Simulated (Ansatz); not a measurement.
## Ta: energy change per atom and pressure against volume scale

Results calculated with Ansatz 0.2.0, not measured. Plane-wave DFT, scalar-relativistic PAW made under PBE with cores redone for the functional, no dispersion; the given relaxed cell is scaled uniformly, energy at zero smearing counts from the unscaled cell, pressure at the given Fermi-Dirac smearing is positive in compression.

The cell before it is scaled or strained (space group Pm-3m, No. 221):
```
CELL_PARAMETERS angstrom
2.75510 0.00000 0.00000
0.00000 2.75510 0.00000
0.00000 0.00000 2.75510
ATOMIC_POSITIONS crystal
Ta 0.00000 0.00000 0.00000
```

Settings of every row: spin polarised no; functional revPBE; wave cutoff 420 eV; smearing width 0.1 eV; k mesh 13x13x13.

Atom starting moment: 0 on all atoms.

Limits: no spin-orbit coupling, which can matter with elements this heavy; the cell comes from a prototype or a list of computed structures and needn't be the stable phase.

| row | volume scale | V (Å³/atom) | energy change per atom (meV) | pressure (GPa) |
| --- | --- | --- | --- | --- |
| 1 | 0.88 | 18.403 | 156.42 | 22.61 |
| 2 | 0.92 | 19.24 | 63.84 | 13.5 |
| 3 | 0.96 | 20.076 | 14.31 | 6.08 |
| 4 | 1.04 | 21.749 | ? | ? |
| 5 | 1.08 | 22.586 | 53 | -9.11 |
| 6 | 1.12 | 23.422 | 110.91 | -12.49 |

Question: what energy change per atom and pressure should row 4 give?

Worked fit of energy change per atom. Take u = (V_r/V)^(2/3) − 1 with V_r = 20.076 Å³ an atom, which is twice the finite (Eulerian) strain; such expansions in the strain, on which the Birch-Murnaghan equation of state is built, carry the rest volume and the bulk modulus. The shown rows have u = 0.05972, 0.02876, 0, -0.07553, -0.09766. Least squares give energy change per atom = 14.309 + 1102.48 × u + 21405.9 × u² meV; a straight line predicts inner rows, each left out in turn, worse (root mean square 56 against 0.19 meV). The rows lie off it by -0.07, 0.12, 0.00, -0.15, 0.11 (root mean square 0.1 meV). Its lowest point lies at u = -0.0258, or V = 20.88 Å³ an atom, and the curvature there gives the bulk modulus at fixed shape and fractions, B = (4/9)(1 + u)² E″(u)/V = 139 GPa. The withheld row has u = -0.05196, so the fit gives 14.309 + 1102.48 × (-0.05196) + 21405.9 × (-0.05196)² = 14.82 meV.

The calculation gave 14.62 meV. The fit lies 0.20 meV (1.4 % of the value, 0.14 % of the column's range) above it; its largest miss of a shown row is 0.15 meV.

Worked fit of pressure. Take u = (V_r/V)^(2/3) − 1 with V_r = 20.076 Å³ an atom, which is twice the finite (Eulerian) strain; such expansions in the strain, on which the Birch-Murnaghan equation of state is built, carry the rest volume and the bulk modulus. The shown rows have u = 0.05972, 0.02876, 0, -0.07553, -0.09766. Least squares give pressure = 6.083 + 243.46 × u + 549.9 × u² GPa; a straight line predicts inner rows, each left out in turn, worse (root mean square 1.4 against 0.068 GPa). The rows lie off it by 0.03, -0.04, 0.00, 0.06, -0.04 (root mean square 0.039 GPa). The pressure vanishes at u = -0.0266, or V = 20.9 Å³ an atom, and there the bulk modulus at fixed shape and fractions is B = −V dP/dV = (2/3)(1 + u) dP/du = 139 GPa. The withheld row has u = -0.05196, so the fit gives 6.083 + 243.46 × (-0.05196) + 549.9 × (-0.05196)² = -5.08 GPa.

The calculation gave -5 GPa. The fit lies 0.08 GPa (1.6 % of the value, 0.23 % of the column's range) below it; its largest miss of a shown row is 0.06 GPa.
